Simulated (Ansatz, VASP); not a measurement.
# Ru in VASP and in Ansatz

File INCAR:

```
PREC = Accurate
ENCUT = 520
EDIFF = 1E-6
ISMEAR = 0
SIGMA = 0.15
LREAL = F
LASPH = T
NELM = 60
ALGO = Normal
ISIF = 2
LWAVE = F
LCHARG = F
GGA = PS
NBANDS = 21
```

The input KPOINTS:

```
regular mesh
0
Gamma
  18 18 10
```

File POSCAR:

```
Ru
1.0
    2.8780000000      0.0000000000      0.0000000000
   -1.4390000000      2.4924211121      0.0000000000
    0.0000000000      0.0000000000      3.8442000000
Ru
2
Direct
    0.3333333333      0.6666666667      0.2500000000
    0.6666666667      0.3333333333      0.7500000000
```

Input for Ansatz:

```yaml
crystal:
  lattice:
    - [2.878, 0.0, 0.0]
    - [-1.439, 2.4924211121, 0.0]
    - [0.0, 0.0, 3.8442]
  atoms:
    - { symbol: Ru, position: [0.3333333333, 0.6666666667, 0.25] }
    - { symbol: Ru, position: [0.6666666667, 0.3333333333, 0.75] }
basis:
  ecutwfc: 420
kpoints:
  mp_grid: { grid: [18, 18, 10] }
hamiltonian:
  xc: pbesol
  pseudopotentials: { kind: paw, azcp: { folder: soft_1 } }
scf:
  occupations: { method: gaussian, width: 0.15 }
output:
  forces: true
  stress: true
  eigenvalues: true
```

Alike in both runs: task single point; functional PBEsol; k mesh 18 × 18 × 10; occupations gaussian, width 0.15 eV; no spin polarisation.

```csv
,VASP,Ansatz
version,VASP 6.6.1,Ansatz 0.2.0
potentials or method,"VASP PAW PBE potentials, release 64 (Ru_pv)","scalar-relativistic, plane waves, PAW"
plane-wave cutoff (eV),520,420
valence electrons in the cell,28,32
```

|  | VASP | Ansatz | Ansatz less VASP |
| --- | --- | --- | --- |
| gap on the k mesh at the Fermi level (eV) | none | none | - |
| pressure (GPa) | 0.0 | 0.0 | +0.05 |
| largest component of the traceless stress (GPa) | 36.91 | 36.94 | +0.034 |

A gap of «none» marks a metal or a gap that the smearing closes. The two sets of potentials don't hold the same shells in valence. Ansatz warned: «pseudo_functional_mismatch».

Caveats: the PAW data sets were made with another functional, which shifts forces and pressure a little (VASP).
